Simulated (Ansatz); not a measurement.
Space group Pm-3m (No. 221). a = 3.980 Å, b = 3.980 Å, c = 3.980 Å, α = 90.00°, β = 90.00°, γ = 90.00°
```json
{"atom": "Ti", "site": "1a", "symmetry": "m-3m", "x": "0.0000", "y": "0.0000", "z": "0.0000"}
{"atom": "Al", "site": "3c", "symmetry": "4/mm.m", "x": "0.5000", "y": "0.5000", "z": "0.0000"}
```

Equation of state of this TiAl₃ structure (not necessarily the ground state), with shape and atoms relaxed at each volume where symmetry leaves them free. It has no gap at any of these volumes. Method: Ansatz, DFT PBE, scalar-relativistic, plane waves, PAW.

Plane waves to 420 eV, a k mesh through Γ of 10×10×10 on the computed 4-atom cell and Gaussian smearing (0.10 eV); no spin polarisation.

| V (Å³/atom) | E − E(largest V) (meV/atom) | P (GPa) |
| --- | --- | --- |
| 13.867 | 48.24 | 17.55 |
| 14.340 | 4.76 | 12.11 |
| 14.812 | -23.85 | 7.44 |
| 15.285 | -39.69 | 3.43 |
| 15.758 | -44.57 | 0.00 |
| 16.231 | -40.04 | -2.95 |
| 16.703 | -27.42 | -5.49 |
| 17.334 | 0.00 | -8.31 |

Q: Fit a third-order Birch–Murnaghan equation to E(V).

A: V0 = 15.76 Å³/atom, B0 = 106 GPa, B0' = 4.1.

This form isn't the usual stable structure of the compound.